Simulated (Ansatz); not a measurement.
## HfO$_{2}$: Hf interstitial

Computed with DFT PBEsol, scalar-relativistic, plane waves, PAW (Ansatz 0.2.0). (420 eV cutoff, 2×2×2 k-mesh, shifted by half a step, Gaussian smearing of 0.01 eV, collinear spin in charge +1, +3 alone)

Host crystal, relaxed:

```
CELL_PARAMETERS angstrom
4.83012 0.00000 0.00000
0.00000 4.83012 0.00000
0.00000 0.00000 3.20972
ATOMIC_POSITIONS crystal
Hf 0.00000 0.00000 0.00000
Hf 0.50000 0.50000 0.50000
O 0.19497 0.80503 0.50000
O 0.30503 0.30503 0.00000
O 0.69497 0.69497 0.00000
O 0.80503 0.19497 0.50000
```

Supercell of 48 atoms, rows in host cell vectors: -1 1 2; 1 1 -2; -1 -1 -2. Atoms relax at the host's cell, keeping the symmetry that the supercell leaves at the site. The cell is small, so energies carry finite-size errors of tenths of an eV. The host's Kohn–Sham gap is 3.89 eV.

Spin-orbit coupling is left out, which matters for the bands and energies of heavy elements.

Defect: Hf interstitial, charge 0.

Command:

```bash
ansatz run input.yaml --threads 4 --pin off --max-ram 10240MiB --backend cpu --events-out ev --progress --plain --runs-dir out
```

The input:

```yaml
crystal:
  lattice:
    - [-4.8301248092, 4.8301248092, 6.4194329052]
    - [4.8301248092, 4.8301248092, -6.4194329052]
    - [-4.8301248092, -4.8301248092, -6.4194329052]
  atoms:
    - { symbol: Hf, position: [0.0, 0.25, 0.25] }
    - { symbol: Hf, position: [0.0, 0.0, 0.0] }
    - { symbol: Hf, position: [0.5, 0.75, 0.25] }
    - { symbol: Hf, position: [0.5, 0.5, 0.0] }
    - { symbol: Hf, position: [0.5, 0.25, 0.75] }
    - { symbol: Hf, position: [0.5, 0.0, 0.5] }
    - { symbol: Hf, position: [0.0, 0.75, 0.75] }
    - { symbol: Hf, position: [0.0, 0.5, 0.5] }
    - { symbol: Hf, position: [0.5, 0.375, 0.375] }
    - { symbol: Hf, position: [0.5, 0.125, 0.125] }
    - { symbol: Hf, position: [0.0, 0.875, 0.375] }
    - { symbol: Hf, position: [0.0, 0.625, 0.125] }
    - { symbol: Hf, position: [0.0, 0.375, 0.875] }
    - { symbol: Hf, position: [0.0, 0.125, 0.625] }
    - { symbol: Hf, position: [0.5, 0.875, 0.875] }
    - { symbol: Hf, position: [0.5, 0.625, 0.625] }
    - { symbol: O, position: [0.8050300969, 0.5275150484, 0.5275150484] }
    - { symbol: O, position: [0.8050300969, 0.2775150484, 0.2775150484] }
    - { symbol: O, position: [0.3050300969, 0.0275150484, 0.5275150484] }
    - { symbol: O, position: [0.3050300969, 0.7775150484, 0.2775150484] }
    - { symbol: O, position: [0.3050300969, 0.5275150484, 0.0275150484] }
    - { symbol: O, position: [0.3050300969, 0.2775150484, 0.7775150484] }
    - { symbol: O, position: [0.8050300969, 0.0275150484, 0.0275150484] }
    - { symbol: O, position: [0.8050300969, 0.7775150484, 0.7775150484] }
    - { symbol: O, position: [0.5, 0.4025150484, 0.5974849516] }
    - { symbol: O, position: [0.5, 0.1525150484, 0.3474849516] }
    - { symbol: O, position: [0.0, 0.9025150484, 0.5974849516] }
    - { symbol: O, position: [0.0, 0.6525150484, 0.3474849516] }
    - { symbol: O, position: [0.0, 0.4025150484, 0.0974849516] }
    - { symbol: O, position: [0.0, 0.1525150484, 0.8474849516] }
    - { symbol: O, position: [0.5, 0.9025150484, 0.0974849516] }
    - { symbol: O, position: [0.5, 0.6525150484, 0.8474849516] }
    - { symbol: O, position: [0.5, 0.5974849516, 0.4025150484] }
    - { symbol: O, position: [0.5, 0.3474849516, 0.1525150484] }
    - { symbol: O, position: [0.0, 0.0974849516, 0.4025150484] }
    - { symbol: O, position: [0.0, 0.8474849516, 0.1525150484] }
    - { symbol: O, position: [0.0, 0.5974849516, 0.9025150484] }
    - { symbol: O, position: [0.0, 0.3474849516, 0.6525150484] }
    - { symbol: O, position: [0.5, 0.0974849516, 0.9025150484] }
    - { symbol: O, position: [0.5, 0.8474849516, 0.6525150484] }
    - { symbol: O, position: [0.1949699031, 0.2224849516, 0.2224849516] }
    - { symbol: O, position: [0.1949699031, 0.9724849516, 0.9724849516] }
    - { symbol: O, position: [0.6949699031, 0.7224849516, 0.2224849516] }
    - { symbol: O, position: [0.6949699031, 0.4724849516, 0.9724849516] }
    - { symbol: O, position: [0.6949699031, 0.2224849516, 0.7224849516] }
    - { symbol: O, position: [0.6949699031, 0.9724849516, 0.4724849516] }
    - { symbol: O, position: [0.1949699031, 0.7224849516, 0.7224849516] }
    - { symbol: O, position: [0.1949699031, 0.4724849516, 0.4724849516] }
    - { symbol: Hf, position: [0.25, 0.1875, 0.9375] }
  host:
    lattice:
      - [4.8301248092, 0.0, 0.0]
      - [0.0, 4.8301248092, 0.0]
      - [0.0, 0.0, 3.2097164526]
    atoms:
      - { symbol: Hf, position: [0.0, 0.0, 0.0] }
      - { symbol: Hf, position: [0.5, 0.5, 0.5] }
      - { symbol: O, position: [0.1949699031, 0.8050300969, 0.5] }
      - { symbol: O, position: [0.3050300969, 0.3050300969, 0.0] }
      - { symbol: O, position: [0.6949699031, 0.6949699031, 0.0] }
      - { symbol: O, position: [0.8050300969, 0.1949699031, 0.5] }
basis:
  ecutwfc: 420
  xc_grid: 2
kpoints:
  mp_grid: { grid: [2, 2, 2], shift: [0.5, 0.5, 0.5] }
hamiltonian:
  xc: pbesol
scf:
  occupations: { method: gaussian, width: 0.01 }
output:
  forces: true
  stress: false
  eigenvalues: true
  charged_corrections:
    defect_position: [0.25, 0.1875, 0.9375]
    epsilon: [[27.3137, 0.0, 0.0], [0.0, 27.3137, 0.0], [0.0, 0.0, 31.2391]]
  write_density: true
  write_potential: true
  elf: true
  volumetric_format: npy
relax:
  adjacent_minimum: "off"
  f_tol: 0.025
  max_steps: 45
```

From the output:

```
Warning: RAYON_NUM_THREADS=4 ignored (pool sized by the plan → 4); use --threads N
Crystal: 49 atoms, lattice volume = 599.064 Å³
Basis set: ecut = 420 eV, 11689 PW (Γ), exchange–correlation on 128×128×128 points (8 copies of the dense FFT grid, shifted against one another)
Bands: 381, of which v1, the nominal top of the filled ones, is band 317 counted from 1 (316 counted from 0)
Symmetry: 4 space group operations
Space group: I-4 (ITA 82), of the structure as read, at distance tolerance 8.4e-5 Å
k-points: 3 of 8 (time reversal used)
relax step   1: F+E_penalty+E_count = -283189.79390722 eV  Δ(F+E_penalty+E_count) = +0.000e0 eV  max|allowed force component| = 5.277e0 eV/Å  Δτ_max = 0.0000 Å
relax step   2: F+E_penalty+E_count = -283193.40779439 eV  Δ(F+E_penalty+E_count) = -3.614e0 eV  max|allowed force component| = 7.545e-1 eV/Å  Δτ_max = 0.1971 Å
relax step   3: F+E_penalty+E_count = -283193.93779866 eV  Δ(F+E_penalty+E_count) = -5.300e-1 eV  max|allowed force component| = 2.845e-1 eV/Å  Δτ_max = 0.0961 Å
relax step   4: F+E_penalty+E_count = -283194.43848363 eV  Δ(F+E_penalty+E_count) = -5.007e-1 eV  max|allowed force component| = 4.887e-1 eV/Å  Δτ_max = 0.1860 Å
relax step   5: F+E_penalty+E_count = -283194.55355845 eV  Δ(F+E_penalty+E_count) = -1.151e-1 eV  max|allowed force component| = 5.330e-1 eV/Å  Δτ_max = 0.1951 Å
relax step   6: F+E_penalty+E_count = -283194.80870391 eV  Δ(F+E_penalty+E_count) = -2.551e-1 eV  max|allowed force component| = 2.745e-1 eV/Å  Δτ_max = 0.0888 Å
relax step   7: F+E_penalty+E_count = -283194.88959758 eV  Δ(F+E_penalty+E_count) = -8.089e-2 eV  max|allowed force component| = 1.017e-1 eV/Å  Δτ_max = 0.0600 Å
relax step   8: F+E_penalty+E_count = -283194.89508793 eV  Δ(F+E_penalty+E_count) = -5.490e-3 eV  max|allowed force component| = 8.594e-2 eV/Å  Δτ_max = 0.0209 Å
relax step   9: F+E_penalty+E_count = -283194.89862608 eV  Δ(F+E_penalty+E_count) = -3.538e-3 eV  max|allowed force component| = 3.028e-2 eV/Å  Δτ_max = 0.0069 Å
relax step  10: F+E_penalty+E_count = -283194.89899490 eV  Δ(F+E_penalty+E_count) = -3.688e-4 eV  max|allowed force component| = 4.159e-3 eV/Å  Δτ_max = 0.0019 Å
SCF converged after 6 iterations
Free energy (F): -283194.898995 eV
E sigma→0 (E₀):  -283194.898995 eV
Fermi energy:    17.265654 eV
```

The relaxation gained 5.11 eV in 10 steps. It took 12 min on 4 threads of Arm Neoverse V2 (shared host), peak memory 3.4 GiB.